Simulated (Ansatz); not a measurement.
What strain does to MgS (zincblende)

MgS (zincblende), relaxed with r2SCAN in the plane-wave code Ansatz. The symmetry is F-43m (No. 216, cubic); a = 5.662 Å in the conventional setting, 22.69 Å³ an atom. Mg has 4 S at 2.45 Å; S has 4 Mg at 2.45 Å.

The axes x, y and z are those of this cell:
```xyz
2
Lattice="0.0000 2.8309 2.8309 2.8309 0.0000 2.8309 2.8309 2.8309 0.0000" Properties=species:S:1:pos:R:3 pbc="T T T"
Mg    0.0000    0.0000    0.0000
S     1.4154    1.4154    1.4154
```

Unstrained: PBE gives a direct gap of 3.466 eV at Γ. r2SCAN gives a direct gap of 4.142 eV at Γ. HSE06 gives a direct gap of 4.528 eV at Γ. Meshes: PBE 8×8×8, r2SCAN 8×8×8, HSE06 6×6×6. Strains are changes of length per length. After each strain the atoms were relaxed again with r2SCAN in this cell and within any symmetry left, so distortions that break it or need a larger cell weren't tested; points keep the names that they have in the unstrained zone. The calculation is spin-unpolarised, and the structure need not be a phase that has been made.

Changes of the least gap in eV (an overlap counts as a negative gap):
```csv
strain,volume change (%),space group,PBE,r2SCAN,HSE06,G0W0@PBE (mesh),"energy rise, r2SCAN (meV/atom)"
uniaxial -4.0 % along z,-4.0,I-4m2,+0.132,+0.012,+0.144,+0.15,8.7
uniaxial -3.0 % along z,-3.0,I-4m2,+0.098,+0.053,+0.107,+0.11,4.9
uniaxial -2.0 % along z,-2.0,I-4m2,+0.065,+0.071,+0.071,+0.07,2.2
uniaxial -1.0 % along z,-1.0,I-4m2,+0.032,+0.035,+0.035,+0.04,0.5
uniaxial +1.0 % along z,+1.0,I-4m2,-0.058,-0.062,-0.063,-0.06,0.5
uniaxial +2.0 % along z,+2.0,I-4m2,-0.117,-0.125,-0.126,-0.13,2.1
uniaxial +3.0 % along z,+3.0,I-4m2,-0.177,-0.188,-0.189,-0.19,4.7
uniaxial +4.0 % along z,+4.0,I-4m2,-0.236,-0.251,-0.253,-0.26,8.4
```
Unstrained, G0W0@PBE with 189 empty bands, a screening cutoff of 150 eV and a 4×4×4 mesh gives 5.03 eV on its mesh; the band count follows the volume. G0W0 values are finite-basis, finite-mesh values.

Uniaxial -4.0 % along z, other directions held. r2SCAN: the gap goes from 4.142 to 4.154 eV (+0.012 eV); it turns from direct (Γ) to indirect (Γ → X [(-1/2, -1/2, 0)]). HSE06: the gap goes from 4.528 to 4.672 eV (+0.144 eV); with r2SCAN the top three valence levels at Γ, degenerate before, become 1+2 from the top over 103 meV. Stress change with r2SCAN, compression positive: xx +2.37, yy +2.37, zz +3.06 GPa.

Uniaxial -3.0 % along z, other directions held. r2SCAN: the gap goes from 4.142 to 4.195 eV (+0.053 eV); it turns from direct (Γ) to indirect (Γ → X [(-1/2, -1/2, 0)]). HSE06: the gap goes from 4.528 to 4.635 eV (+0.107 eV); with r2SCAN the top three valence levels at Γ, degenerate before, become 1+2 from the top over 78 meV. Stress change with r2SCAN, compression positive: xx +1.72, yy +1.72, zz +2.28 GPa.

Uniaxial -2.0 % along z, other directions held. HSE06: the gap goes from 4.528 to 4.599 eV (+0.071 eV); with r2SCAN the top three valence levels at Γ, degenerate before, become 1+2 from the top over 53 meV. Stress change with r2SCAN, compression positive: xx +1.11, yy +1.11, zz +1.52 GPa.

Uniaxial -1.0 % along z, other directions held. HSE06: the gap goes from 4.528 to 4.563 eV (+0.035 eV); with r2SCAN the top three valence levels at Γ, degenerate before, become 1+2 from the top over 27 meV. Stress change with r2SCAN, compression positive: xx +0.54, yy +0.54, zz +0.76 GPa.

Uniaxial +1.0 % along z, other directions held. HSE06: the gap goes from 4.528 to 4.465 eV (-0.063 eV); with r2SCAN the top three valence levels at Γ, degenerate before, become 2+1 from the top over 27 meV. Stress change with r2SCAN, compression positive: xx -0.51, yy -0.51, zz -0.75 GPa.

Uniaxial +2.0 % along z, other directions held. HSE06: the gap goes from 4.528 to 4.402 eV (-0.126 eV); with r2SCAN the top three valence levels at Γ, degenerate before, become 2+1 from the top over 56 meV. Stress change with r2SCAN, compression positive: xx -0.98, yy -0.98, zz -1.49 GPa.

Uniaxial +3.0 % along z, other directions held. HSE06: the gap goes from 4.528 to 4.339 eV (-0.189 eV); with r2SCAN the top three valence levels at Γ, degenerate before, become 2+1 from the top over 84 meV. Stress change with r2SCAN, compression positive: xx -1.43, yy -1.43, zz -2.22 GPa.

Uniaxial +4.0 % along z, other directions held. HSE06: the gap goes from 4.528 to 4.275 eV (-0.253 eV); with r2SCAN the top three valence levels at Γ, degenerate before, become 2+1 from the top over 114 meV. Stress change with r2SCAN, compression positive: xx -1.84, yy -1.84, zz -2.95 GPa.

The meshes of the hybrids are coarse, so their gaps aren't converged to the digits shown.

The splittings at Γ are without spin-orbit coupling, which regroups them where it is of like size.
